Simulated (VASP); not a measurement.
Mg3Sb2:

```
Mg Sb
1.0
     4.55465    0.00000    0.00000
    -2.27732    3.94444    0.00000
     0.00000    0.00000    7.18601
Mg Sb
3 2
Direct
  0.33333 0.66667 0.63251
  0.66667 0.33333 0.36749
  0.00000 0.00000 0.00000
  0.33333 0.66667 0.22374
  0.66667 0.33333 0.77626
```

Base run:

| Property | Result |
| --- | --- |
| Program | VASP 6.6.1 |
| Functional | PBE |
| Potentials or basis | VASP PAW PBE potentials, release 64 (Mg, Sb) |
| Cutoff | 520 eV |
| k mesh | 9 × 9 × 5 |
| Occupations | gaussian, width 0.03 eV |
| Spin | no spin polarisation |

Its results: band gap on the k mesh 0.16 eV, indirect (least direct gap 1.14 eV); pressure 1.4 GPa; largest force 0.024 eV/Å.

After a change of settings the same cell gave: band gap on the k mesh 0.11 eV, indirect (least direct gap 1.02 eV); pressure -1.7 GPa; largest force 0.092 eV/Å. Which change was it?
A. functional from PBE to LDA; potentials or basis from VASP PAW PBE potentials, release 64 (Mg, Sb) to VASP PAW LDA potentials, release 64 (Mg, Sb)
B. functional from PBE to r2SCAN; further incar settings from ALGO = Fast; EDIFF = 1e-07; NBANDS = 16 to ALGO = Normal; EDIFF = 1e-07; NBANDS = 16
C. further incar settings from ALGO = Fast; EDIFF = 1e-07; NBANDS = 16 to ALGO = Fast; EDIFF = 1e-07; NBANDS = 40

A.

Caveats: spin-orbit coupling is left out, which moves the levels of the heavy elements.
